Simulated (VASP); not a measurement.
## Si: single point with PBE

The system is Si.

```
Si
1.0
    -2.37137    2.37137    1.32927
     2.37137   -2.37137    1.32927
     2.37137    2.37137   -1.32927
Si
2
Cartesian
  0.0000 0.0000 1.3293
  2.3714 0.0000 0.6646
```

This isn't the form of Si at room conditions, which is diamond.

```json
{"Program": "VASP 6.6.1", "Task": "single point", "Functional": "PBE", "Potentials or basis": "VASP PAW PBE potentials, release 64 (Si_GW)", "Cutoff": "400 eV", "k mesh": "6 × 6 × 6", "Occupations": "gaussian, width 0.02 eV", "Spin": "no spin polarisation"}
```

- Pressure: 2.9 GPa
- Band gap on the k mesh: none (metal or under the smearing width)

Stress tensor (GPa, compression positive):
```
 5.35  0.00  0.00
 0.00  5.35  0.00
 0.00  0.00 -1.88
```

Levels at points of the mesh, in eV from the Fermi level:
| k point | band 2 | band 3 | band 4 | band 5 | band 6 | band 7 |
| --- | --- | --- | --- | --- | --- | --- |
| (0.00, 0.00, 0.00) | -2.58 | -2.58 | -1.88 | 1.42 | 7.39 | 9.00 |
| (0.50, 0.00, 0.00) | -7.04 | -2.25 | -1.97 | -1.63 | 0.91 | 4.47 |
| (0.50, 0.50, 0.00) | -10.88 | 0.28 | 0.28 | 2.63 | 2.63 | 8.01 |
| (0.50, 0.50, 0.50) | -8.40 | -7.00 | -7.00 | 5.38 | 5.38 | 13.20 |

Wall time 5.9 s on 1 thread of Intel(R) Xeon(R) Platinum 8259CL CPU @ 2.50GHz (Skylake/Cascade Lake) (shared host), peak memory 0.13 GiB.

Caveat: the k mesh is coarse (spacing up to 0.45 Å⁻¹), so the values aren't converged.
